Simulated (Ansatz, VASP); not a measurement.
## One calculation of MoS2, two programs

Contents of INCAR:

```
SYSTEM = MoS2
PREC = Accurate ; ENCUT = 520
EDIFF = 1E-7 ; ISMEAR = -1
SIGMA = 0.03 ; LREAL = .False.
LASPH = .True. ; NELM = 100
ALGO = Normal ; ISIF = 2
LWAVE = .False. ; LCHARG = .False.
GGA = PE ; NBANDS = 35
```

The input KPOINTS:

```
regular mesh
0
Gamma
  10 10 3
  0 0 0
```

File POSCAR:

```
MoS2
1.0
    3.1610016016      0.0000000000      0.0000000000
   -1.5805008008      2.7375076884      0.0000000000
    0.0000000000      0.0000000000     12.2950000000
Mo S
2 4
Direct
    0.3333333333      0.6666666667      0.2500000000
    0.6666666667      0.3333333333      0.7500000000
    0.3333333333      0.6666666667      0.6275000000
    0.6666666667      0.3333333333      0.1275000000
    0.3333333333      0.6666666667      0.8725000000
    0.6666666667      0.3333333333      0.3725000000
```

Input for Ansatz:

```yaml
crystal:
  lattice:
    - [3.1610016016, 0.0, 0.0]
    - [-1.5805008008, 2.7375076884, 0.0]
    - [0.0, 0.0, 12.295]
  atoms:
    - { symbol: Mo, position: [0.3333333333, 0.6666666667, 0.25] }
    - { symbol: Mo, position: [0.6666666667, 0.3333333333, 0.75] }
    - { symbol: S, position: [0.3333333333, 0.6666666667, 0.6275] }
    - { symbol: S, position: [0.6666666667, 0.3333333333, 0.1275] }
    - { symbol: S, position: [0.3333333333, 0.6666666667, 0.8725] }
    - { symbol: S, position: [0.6666666667, 0.3333333333, 0.3725] }
kpoints:
  mp_grid: { grid: [10, 10, 3] }
  band_path:
    path:
      - [0.0, 0.0, 0.0]
      - [0.5, 0.0, 0.0]
      - [0.3333333333, 0.3333333333, 0.0]
      - [0.0, 0.0, 0.0]
      - [0.0, 0.0, 0.5]
      - [0.5, 0.0, 0.5]
      - [0.3333333333, 0.3333333333, 0.5]
      - [0.0, 0.0, 0.5]
      - [0.5, 0.0, 0.5]
    npoints: 14
scf:
  occupations: { method: fermi_dirac, width: 0.03 }
hamiltonian:
  xc: pbe
  pseudopotentials: { kind: all_electron, lapw: { basis_error: 0.001 } }
output:
  forces: true
  stress: true
  eigenvalues: true
  fatbands: true
  populations: true
  dos: { projected: true, de: 0.2, e_range: [-14, 8] }
```

Alike in both runs: task single point; functional PBE; k mesh 10 × 10 × 3; occupations fermi-dirac, width 0.03 eV; no spin polarisation.

```csv
,VASP,Ansatz
version,VASP 6.6.1,Ansatz 0.2.0
potentials or method,"VASP PAW PBE potentials, release 64 (Mo_sv, S)","all-electron LAPW, scalar-relativistic"
plane-wave cutoff (eV),520,see its input
```

|  | VASP | Ansatz | Ansatz less VASP |
| --- | --- | --- | --- |
| pressure (GPa) | 8.7 | 8.9 | +0.18 |
| largest component of the traceless stress (GPa) | 4.39 | 4.44 | +0.043 |
| rms of the force components (eV/Å) | 0.564 | 0.573 | +0.0091 |

Atom by atom the forces differ by 0.009 eV/Å (rms over components). Ansatz ran all-electron here, so the differences hold the error of VASP's frozen core and of both bases.

Caveats: an odd mesh through Γ misses points on the zone boundary, where band edges often lie; this functional lacks dispersion, which binds the layers, so the pressure and a relaxed spacing across them are unreliable; forces of over 1 eV/Å show positions far from the minimum, so gaps and moduli don't describe the material at rest. PBE gaps usually lie below the measured ones, often by a third to a half.
